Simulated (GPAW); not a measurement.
# SnO (Pm-3m) in GPAW: a series of runs

Aim: see how the results for SnO move with the level of theory and the settings. Levels: r2SCAN, SCAN. Tasks: band structure.

Everything below comes from runs of GPAW 26.7.0. Logs are shortened: lines on timing, memory, paths and dates and some standing lists are left out, and cuts for length are marked. The log counts tension as positive stress, the text compression.

**1. The crystal as given**

The structure is cubic, space group Pm-3m (No. 221). Conventional cell: a = 3.132 Å, b = 3.132 Å, c = 3.132 Å, α = 90.00°, β = 90.00°, γ = 90.00°. Around Sn (site symmetry m-3m) lie 8 O at 2.71 Å. O (site symmetry m-3m) is surrounded by 8 Sn at 2.71 Å.

The cell was built by a generator and needn't be a form met in nature.

**2. Band structure, r2SCAN**

run.py reads:

```python
from ase.dft.bandgap import bandgap
from ase.io import read, write
from ase.units import GPa
from gpaw import GPAW, PW

atoms = read('POSCAR')

calc = GPAW(mode=PW(800),
            xc='MGGA_X_R2SCAN+MGGA_C_R2SCAN',
            kpts={'size': (9, 9, 9), 'gamma': True},
            occupations={'name': 'fermi-dirac', 'width': 0.05},
            nbands=19,
            convergence={'density': 1e-05, 'energy': 1e-05},
            maxiter=150,
            txt='gpaw.txt')
atoms.calc = calc
energy = atoms.get_potential_energy()
forces = atoms.get_forces()
stress = atoms.get_stress()
calc.write('gs.gpw')
write('result.traj', atoms)
print(f'Energy: {energy:.6f} eV')
print('Forces (eV/A):')
print(forces.round(4))
print('Stress (GPa):', (stress / GPa).round(3))
print('Fermi level:', round(calc.get_fermi_level(), 4), 'eV')
print(f'Gap: {bandgap(calc)[0]:.4f} eV, direct: {bandgap(calc, direct=True)[0]:.4f} eV')

path = atoms.cell.bandpath('GXMGRX,MR', npoints=100, eps=1e-4)
bs_calc = calc.fixed_density(kpts=path, symmetry='off', nbands=29,
                             convergence={'bands': 'CBM+6.0', 'eigenstates': 1e-6}, txt='bands.txt')
bs = bs_calc.band_structure()
bs.write('bs.json')
print(f'Gap on the path: {bandgap(bs_calc)[0]:.4f} eV')
```

POSCAR reads:

```
SnO
1.0
    3.1319300000      0.0000000000      0.0000000000
    0.0000000000      3.1319300000      0.0000000000
    0.0000000000      0.0000000000      3.1319300000
Sn O
1 1
Direct
    0.0000000000      0.0000000000      0.0000000000
    0.5000000000      0.5000000000      0.5000000000
```

Potentials or basis: GPAW PAW data sets (gpaw-data 1.2.1), pw.

Started as:

```sh
OMP_NUM_THREADS=1 python run.py
```

gpaw.txt:

```text
__  _  _
 | _ |_)|_||  |
 |__||  | ||/\| - 26.7.0

Input parameters:
  mode=PW(ecut=800.0),
  convergence={'density': 1e-05, 'energy': 1e-05},
  kpts=MonkhorstPack(size=(9, 9, 9), gamma=True),
  maxiter=150,
  nbands=19,
  occupations=Occupations(name='fermi-dirac', width=0.05),
  xc=XC(name='MGGA_X_R2SCAN+MGGA_C_R2SCAN')

Diagonalizing LCAO Hamiltonian
Converting LCAO to pw mode
   .-------.
  /|       |
 * |       |
 | |  O    |
 | .-------.
 |/       /
 Sn------*

Atoms  # Å, Bohr magnetons
|   | symbol |        x |        y |        z |    initial magnetic moments |
|---|--------|----------|----------|----------|-----------------------------|
| 0 |     Sn | 0.000000 | 0.000000 | 0.000000 | ( 0.0000,  0.0000,  0.0000) |
| 1 |      O | 1.565965 | 1.565965 | 1.565965 | ( 0.0000,  0.0000,  0.0000) |

Unit cell  # Å
| periodic |        x |        y |        z |  lengths |    angles |
|----------|----------|----------|----------|----------|-----------|
|      yes | 3.131930 | 0.000000 | 0.000000 | 3.131930 | 90.000000 |
|      yes | 0.000000 | 3.131930 | 0.000000 | 3.131930 | 90.000000 |
|      yes | 0.000000 | 0.000000 | 3.131930 | 3.131930 | 90.000000 |

Number of symmetries: 48
Symmetry operations  # r_c * U_cc + t_c -> r_c
|    | kind |            matrix            |
|----|------|------------------------------|
|  0 |  E   |  1, 0, 0,  0, 1, 0,  0, 0, 1 |
|  1 |  σ   |  1, 0, 0,  0, 1, 0,  0, 0,-1 |
|  2 |  σ   |  1, 0, 0,  0, 0, 1,  0, 1, 0 |
|  3 |  C4  |  1, 0, 0,  0, 0, 1,  0,-1, 0 |
|  4 |  C4  |  1, 0, 0,  0, 0,-1,  0, 1, 0 |
|  5 |  σ   |  1, 0, 0,  0, 0,-1,  0,-1, 0 |
|  6 |  σ   |  1, 0, 0,  0,-1, 0,  0, 0, 1 |
|  7 |  C2  |  1, 0, 0,  0,-1, 0,  0, 0,-1 |
|  8 |  σ   |  0, 1, 0,  1, 0, 0,  0, 0, 1 |
|  9 |  C2  |  0, 1, 0,  1, 0, 0,  0, 0,-1 |
| 10 |  C3  |  0, 1, 0,  0, 0, 1,  1, 0, 0 |
| 11 |  S6  |  0, 1, 0,  0, 0, 1, -1, 0, 0 |
| 12 |  S6  |  0, 1, 0,  0, 0,-1,  1, 0, 0 |
| 13 |  C3  |  0, 1, 0,  0, 0,-1, -1, 0, 0 |
| 14 |  C4  |  0, 1, 0, -1, 0, 0,  0, 0, 1 |
| 15 |  S4  |  0, 1, 0, -1, 0, 0,  0, 0,-1 |
| 16 |  C3  |  0, 0, 1,  1, 0, 0,  0, 1, 0 |
| 17 |  S6  |  0, 0, 1,  1, 0, 0,  0,-1, 0 |
| 18 |  σ   |  0, 0, 1,  0, 1, 0,  1, 0, 0 |
| 19 |  C4  |  0, 0, 1,  0, 1, 0, -1, 0, 0 |
| 20 |  C2  |  0, 0, 1,  0,-1, 0,  1, 0, 0 |
| 21 |  S4  |  0, 0, 1,  0,-1, 0, -1, 0, 0 |
| 22 |  S6  |  0, 0, 1, -1, 0, 0,  0, 1, 0 |
| 23 |  C3  |  0, 0, 1, -1, 0, 0,  0,-1, 0 |
| 24 |  S6  |  0, 0,-1,  1, 0, 0,  0, 1, 0 |
| 25 |  C3  |  0, 0,-1,  1, 0, 0,  0,-1, 0 |
| 26 |  C4  |  0, 0,-1,  0, 1, 0,  1, 0, 0 |
| 27 |  σ   |  0, 0,-1,  0, 1, 0, -1, 0, 0 |
| 28 |  S4  |  0, 0,-1,  0,-1, 0,  1, 0, 0 |
| 29 |  C2  |  0, 0,-1,  0,-1, 0, -1, 0, 0 |
| 30 |  C3  |  0, 0,-1, -1, 0, 0,  0, 1, 0 |
| 31 |  S6  |  0, 0,-1, -1, 0, 0,  0,-1, 0 |
| 32 |  C4  |  0,-1, 0,  1, 0, 0,  0, 0, 1 |
| 33 |  S4  |  0,-1, 0,  1, 0, 0,  0, 0,-1 |
| 34 |  S6  |  0,-1, 0,  0, 0, 1,  1, 0, 0 |
| 35 |  C3  |  0,-1, 0,  0, 0, 1, -1, 0, 0 |
| 36 |  C3  |  0,-1, 0,  0, 0,-1,  1, 0, 0 |
| 37 |  S6  |  0,-1, 0,  0, 0,-1, -1, 0, 0 |
| 38 |  σ   |  0,-1, 0, -1, 0, 0,  0, 0, 1 |
| 39 |  C2  |  0,-1, 0, -1, 0, 0,  0, 0,-1 |
| 40 |  σ   | -1, 0, 0,  0, 1, 0,  0, 0, 1 |
| 41 |  C2  | -1, 0, 0,  0, 1, 0,  0, 0,-1 |
| 42 |  C2  | -1, 0, 0,  0, 0, 1,  0, 1, 0 |
| 43 |  S4  | -1, 0, 0,  0, 0, 1,  0,-1, 0 |
| 44 |  S4  | -1, 0, 0,  0, 0,-1,  0, 1, 0 |
| 45 |  C2  | -1, 0, 0,  0, 0,-1,  0,-1, 0 |
| 46 |  C2  | -1, 0, 0,  0,-1, 0,  0, 0, 1 |
| 47 |  i   | -1, 0, 0,  0,-1, 0,  0, 0,-1 |

BZ-sampling:
  Number of BZ points: 729
  Number of IBZ points: 35

  Monkhorst-Pack size: [9, 9, 9]
  Monkhorst-Pack shift: [0, 0, 0]

K-points  # in reciprocal-cell coordinates
|     |                                coordinates |     weight |
|-----|--------------------------------------------|------------|
|   0 | (  0.00000000,   0.00000000,   0.00000000) | 0.00137174 |
|   1 | (  0.11111111,   0.00000000,   0.00000000) | 0.00823045 |
|   2 | (  0.11111111,   0.11111111,   0.00000000) | 0.01646091 |
|   3 | (  0.11111111,   0.11111111,   0.11111111) | 0.01097394 |
|   4 | (  0.22222222,   0.00000000,   0.00000000) | 0.00823045 |
|   5 | (  0.22222222,   0.11111111,   0.00000000) | 0.03292181 |
|   6 | (  0.22222222,   0.11111111,   0.11111111) | 0.03292181 |
|   7 | (  0.22222222,   0.22222222,   0.00000000) | 0.01646091 |
|   8 | (  0.22222222,   0.22222222,   0.11111111) | 0.03292181 |
|   9 | (  0.22222222,   0.22222222,   0.22222222) | 0.01097394 |
| ... |                                            |            |
|  34 | (  0.44444444,   0.44444444,   0.44444444) | 0.01097394 |

Plane wave coefficients: 1588
Cutoff: 800.0 eV

Spin-components: 1 (collinear spins)
Bands:           19
Projectors:      11
Spin-degeneracy: 2
Datatype:        complex128

Parallelization:
  kpt:    1
  domain: 1
  band:   1

Density:
  Valence electrons: 20.0
  Components: 1
  Grid points: [21 21 21]
  Charge: 0.0  # |e|

Potential:
  Grid points: [21 21 21]

species:
  Sn:
    name:    Tin
    Z:       50.0
    valence: 14
    core:    36
    charge:  0.0  # [|e|]
    compensation charges:
      type: gauss
      rc: 0.38  # [Å]
      lmax: 2
    cutoffs:
      filter: 2.23  # [Å]
      core: 2.35  # [Å]
    projectors
    | kind |    occ | energy [eV] | rcut [Å] |
    |------|--------|-------------|----------|
    |   5s |  2.000 |     -10.538 |    1.201 |
    |   5p |  2.000 |      -3.696 |    1.270 |
    |   4d | 10.000 |     -25.845 |    1.185 |
    |    s |        |      16.674 |    1.201 |
    |    p |        |      23.515 |    1.270 |
    |    d |        |       1.367 |    1.185 |

    Using partial waves for Sn as LCAO basis

  O:
    name:    Oxygen
    Z:       8.0
    valence: 6
    core:    2
    charge:  0.0  # [|e|]
    compensation charges:
      type: gauss
      rc: 0.21  # [Å]
      lmax: 2
    cutoffs:
      filter: 1.17  # [Å]
      core: 0.83  # [Å]
    projectors
    | kind |    occ | energy [eV] | rcut [Å] |
    |------|--------|-------------|----------|
    |   2s |  2.000 |     -23.961 |    0.688 |
    |   2p |  4.000 |      -9.029 |    0.598 |
    |    s |        |       3.251 |    0.688 |
    |    p |        |      18.182 |    0.598 |
    |    d |        |       0.000 |    0.619 |

    Using partial waves for O as LCAO basis

Reference energy: -170051.545608  # eV

eigensolver:
  PPCG
  Converge bands: occupied
  niter=2

density mixing:
  MSR1-Mixer
  Pratt-step length: 0.05
  Maximum mixing coefficient: 0.75
  Old densities: 10
  SVD Regularization: 0.005
  Good broyden scale: 1.0
  Trust region scale: 1.0
  Backstep threshold: 4.0
  History deletion threshold: 6.0
  Fourier metric: weight=20.0, sigma=0.015

occupation numbers:
  Fermi-Dirac:
    width: 0.0500  # eV

poisson solver:
  ecut: 6400.0  # eV

xc functional:
  name: MGGA_X_R2SCAN+MGGA_C_R2SCAN with 2 nearest neighbor stencil

convergence criteria:
- Maximum integral of absolute [dens]ity change: 1e-05 electrons / valence electron
- Maximum [total energy] change in last 3 cyles: 1e-05 eV / valence electron
- Maximum integral of absolute [eigenst]ate change: 4e-08 eV^2 / valence electron
maximum number of iterations: 150

SCF iterations
|iter     | |      energy | eigst |  dens |
|---------|-|-------------|-------|-------|
|iter:   1| |  -32.229646 | +0.08 |       |
|iter:   2| |  -26.834409 | -1.17 | -0.99 |
|iter:   3| |  -26.005356 | -1.10 | -1.04 |
|iter:   4| |  -25.779671 | -1.90 | -1.36 |
|iter:   5| |  -25.780049 | -2.75 | -1.77 |
|iter:   6| |  -25.767431 | -3.28 | -1.99 |
|iter:   7| |  -25.767353 | -5.01 | -2.90 |
|iter:   8| |  -25.767350c| -6.49 | -3.58 |
|iter:   9| |  -25.767351c| -7.89c| -4.58 |
|iter:  10| |  -25.767351c| -7.62c| -5.09c|

Converged in 10 steps
Energy contributions relative to reference atoms: (reference = -170051.545608)

Energy contributions:
  Kinetic:          15.044233
  Coulomb:         -14.344462
  Zero:              0.016681
  External:          0.000000
  Xc:              -26.483762
  Entropy:          -0.000081
  Spinorbit:         0.000000
  ----------------------------
  Free energy:     -25.767391
  Extrapolated:    -25.767351

dipole moment: (-10.570342, -10.570342, -10.570342)  # |e|*Ang

Fermi level: 7.664
Eigenvalues  # (at kpt = [0.000, 0.000, 0.000])
| band index |      eig [eV] | occ [0-2] |
|------------|---------------|-----------|
|          0 |       -14.996 |     2.000 |
|        ... |               |           |
|          2 |       -14.649 |     2.000 |
|          3 |       -14.649 |     2.000 |
|          4 |       -14.649 |     2.000 |
|          5 |       -11.415 |     2.000 |
|          6 |        -0.071 |     2.000 |
|          7 |         4.922 |     2.000 |
[... 9 lines left out ...]
|         17 |        28.554 |     0.000 |
|         18 |        28.566 |     0.000 |

Gap: 0.625 eV
Transition (v -> c):
  (s=0, k=22, n=9, [0.44, 0.11, 0.11]) -> (s=0, k=34, n=10, [0.44, 0.44, 0.44])
Direct/indirect transitions are different
Direct gap: 0.998 eV
Transition at: (s=0, k=21, n=9, [0.44, 0.11, 0.00])

Forces  # eV/Ang
|       x |       y |       z |
|---------|---------|---------|
| 0.00000 | 0.00000 | 0.00000 |  # Sn   0
| 0.00000 | 0.00000 | 0.00000 |  # O    1

Stress tensor  # eV/Ang^3
|        x |        y |        z |
|----------|----------|----------|
| 0.019514 | 0.000000 | 0.000000 |
| 0.000000 | 0.019514 | 0.000000 |
| 0.000000 | 0.000000 | 0.019514 |

# Writing to gs.gpw (mode='')
```

Wall time 2.1 min (1 thread of Arm Neoverse V2, shared host); peak memory 0.39 GiB.

What came out:

| Item | Value |
| --- | --- |
| Free energy | -25.7674 eV |
| Pressure | -3.1 GPa |
| Band gap along the path | 0.08 eV, indirect (least direct gap 0.13 eV) |

Levels at the corners of the path, in eV from the valence-band top:
| point | band 6 | band 7 | band 8 | band 9 | band 10 | band 11 | band 12 | band 13 |
| --- | --- | --- | --- | --- | --- | --- | --- | --- |
| Γ | -19.02 | -7.68 | -2.69 | -2.69 | -2.69 | 8.32 | 8.32 | 8.32 |
| X | -18.39 | -9.05 | -1.94 | -1.94 | -0.95 | 0.39 | 7.42 | 7.42 |
| M | -17.83 | -5.60 | -5.60 | -4.85 | -1.81 | 3.58 | 3.58 | 9.20 |
| Γ | -19.02 | -7.68 | -2.69 | -2.69 | -2.69 | 8.32 | 8.32 | 8.32 |
| R | -17.75 | -3.47 | -3.47 | -3.47 | -1.37 | 0.08 | 0.08 | 0.08 |
| X | -18.39 | -9.05 | -1.94 | -1.94 | -0.95 | 0.39 | 7.42 | 7.42 |
| M | -17.83 | -5.60 | -5.60 | -4.85 | -1.81 | 3.58 | 3.58 | 9.20 |
| R | -17.75 | -3.47 | -3.47 | -3.47 | -1.37 | 0.08 | 0.08 | 0.08 |

Caveat: the PAW data sets were made with another functional, which shifts forces and pressure a little; spin-orbit coupling is left out, which moves the levels of the heavy elements.

**3. Band structure, SCAN**

Edit run.py of step 2 so:

```diff
@@ -8,3 +8,3 @@
 calc = GPAW(mode=PW(800),
-            xc='MGGA_X_R2SCAN+MGGA_C_R2SCAN',
+            xc='MGGA_X_SCAN+MGGA_C_SCAN',
             kpts={'size': (9, 9, 9), 'gamma': True},
```

POSCAR is that of step 2.

Potentials or basis: GPAW PAW data sets (gpaw-data 1.2.1), pw.

Started as:

```sh
OMP_NUM_THREADS=1 python run.py
```

Run time: 2.2 min. Hardware: 1 thread of Arm Neoverse V2, shared host; peak memory 0.39 GiB.

It converged, with:

* Free energy: -37.5771 eV
* Pressure: -3.4 GPa
* Band gap along the path: 0.06 eV, indirect (least direct gap 0.11 eV)

Levels at the corners of the path, in eV from the valence-band top:
```csv
point,band 6,band 7,band 8,band 9,band 10,band 11,band 12,band 13
Γ,-19.03,-7.79,-2.63,-2.63,-2.63,8.24,8.24,8.24
X,-18.40,-9.09,-1.87,-1.87,-0.98,0.38,7.35,7.35
M,-17.84,-5.55,-5.55,-4.97,-1.74,3.57,3.57,9.30
Γ,-19.03,-7.79,-2.63,-2.63,-2.63,8.24,8.24,8.24
R,-17.77,-3.39,-3.39,-3.39,-1.56,0.06,0.06,0.06
X,-18.40,-9.09,-1.87,-1.87,-0.98,0.38,7.35,7.35
M,-17.84,-5.55,-5.55,-4.97,-1.74,3.57,3.57,9.30
R,-17.77,-3.39,-3.39,-3.39,-1.56,0.06,0.06,0.06
```

Caveat: the PAW data sets were made with another functional, which shifts forces and pressure a little; spin-orbit coupling is left out, which moves the levels of the heavy elements.
